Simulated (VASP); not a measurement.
Wanted: the native input for a VASP 6.6.1 run.

```yaml
Task: relaxation of cell and atoms
Functional: LDA
Potentials_or_basis: VASP PAW LDA potentials, release 64 (Be, C)
Cutoff: 600 eV
k_mesh: 12 × 12 × 12
Occupations: gaussian, width 0.02 eV
Spin: no spin polarisation
Dipole_correction: no
Further_INCAR_settings: ALGO = Normal; EDIFF = 1e-06; IBRION = 2; EDIFFG = -0.005; NSW = 70; ISIF = 3
```

The structure of Be2C lies in POSCAR:

```
Be2C
1.0
    0.0000000000      2.1642401185      2.1642401185
    2.1642401185      0.0000000000      2.1642401185
    2.1642401185      2.1642401185      0.0000000000
Be C
2 1
Direct
    0.2500000000      0.2500000000      0.2500000000
    0.7500000000      0.7500000000      0.7500000000
    0.0000000000      0.0000000000      0.0000000000
```

These files were run (other wordings do the same):

INCAR

```
ALGO = Normal ; EDIFF = 1E-6
EDIFFG = -0.005 ; ENCUT = 600
IBRION = 2 ; ISIF = 3
ISMEAR = 0 ; LASPH = True
LCHARG = False ; LREAL = False
LWAVE = False ; NELM = 80
NSW = 70 ; PREC = Accurate
SIGMA = 0.02
```

KPOINTS

```
k-points
0
Gamma
  12 12 12
```

Potentials or basis: VASP PAW LDA potentials, release 64 (Be, C).

Run with:

```sh
$ cat potpaw_LDA.64/Be/POTCAR potpaw_LDA.64/C/POTCAR > POTCAR
$ mpirun -np 1 vasp_std > vasp.out
```

It gave:

```json
{
 "Relaxed volume": "6.49 Å³/atom",
 "Relaxed cell": "a = 3.020 Å, b = 3.020 Å, c = 3.020 Å, α = 60.00°, β = 60.00°, γ = 60.00°",
 "Space group after relaxing (to 0.05 Å)": "Fm-3m (No. 225)",
 "Energy gained by relaxing": "6.8 meV/atom",
 "Ionic steps": "3",
 "Pressure after relaxing": "0.0 GPa",
 "Band gap on the k mesh": "1.20 eV, indirect (least direct gap 4.10 eV)"
}
```

Wall time 8.2 s on 1 thread of Intel(R) Xeon(R) 6975P-C (Granite Rapids) (shared host), peak memory 0.13 GiB.
